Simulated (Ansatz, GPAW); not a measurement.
Pd: 3 runs at one level of theory

```
CELL_PARAMETERS angstrom
0.00000 1.94650 1.94650
1.94650 0.00000 1.94650
1.94650 1.94650 0.00000
ATOMIC_POSITIONS crystal
Pd 0.00000 0.00000 0.00000
```

Alike in all runs: task band structure; functional BLYP; k mesh 12 × 12 × 12; occupations fermi-dirac, width 0.05 eV; no spin polarisation; no spin-orbit coupling. Pressure is positive in compression and, in plane waves, holds the error of the finite cutoff, which Ansatz's Pulay term estimates and takes out.

```
                           program and potentials  plane-wave cutoff (eV)                                                                                                                            notes  pressure (GPa)
                               Ansatz, Ansatz PAW                     420  potentials made for PBE, which Ansatz adapts in part; 18 valence electrons an atom on average; Pulay term of +0.05 GPa included           18.05
   Ansatz, all-electron LAPW, scalar-relativistic                       -                                                                                                                                -           18.06
GPAW, PAW data sets generated for this functional                     600                                                                                          16 valence electrons an atom on average           17.90
```

The pressure spans 17.90 (GPAW, PAW data sets generated for this functional) to 18.06 GPa (Ansatz, all-electron LAPW, scalar-relativistic), with all-electron results at 18.06. Some sets were made for another functional than the one run, which can shift their rows. The cell lies far from this level's equilibrium.

The functional is the same throughout but for its coding, so the spread measures potentials, basis and numerics; runs on potential files found faulty are left out.
